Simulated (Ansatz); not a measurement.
## PtS2 and the effect of the share of exact exchange

The structure is trigonal, space group P-3m1 (No. 164). The conventional cell has a = 3.543 Å, b = 3.543 Å, c = 5.039 Å, α = 90.00°, β = 90.00°, γ = 120.00°. Pt (site symmetry -3m) is surrounded by 6 S at 2.34 Å. S (site symmetry 3m) is surrounded by 3 Pt at 2.34 Å.

Kept alike: task single point; k mesh 5 × 5 × 3; occupations fermi-dirac, width 0.05 eV; no spin polarisation. Program: Ansatz, Ansatz PAW, cutoff 500 eV. The mesh is that of the run's cell of 3 atoms. No spin-orbit coupling.

| share of exact exchange, α | pressure (GPa) |
| --- | --- |
| 0 | 9.28 |
| 0.1 | 7.81 |
| 0.15 | 7.09 |
| 0.25 | 5.66 |
| 0.35 | 4.26 |
| 0.5 | 2.20 |

The k mesh is coarse, so the values aren't converged. Pressure is positive in compression, with a Pulay correction for the finite cutoff. All rows use potentials made for PBE. The mesh is thin for exact exchange.

The pressure falls from 9.28 to 2.20 GPa between 0 and 0.5. Exact exchange shortens the bonds here, so the pressure at fixed cell falls.
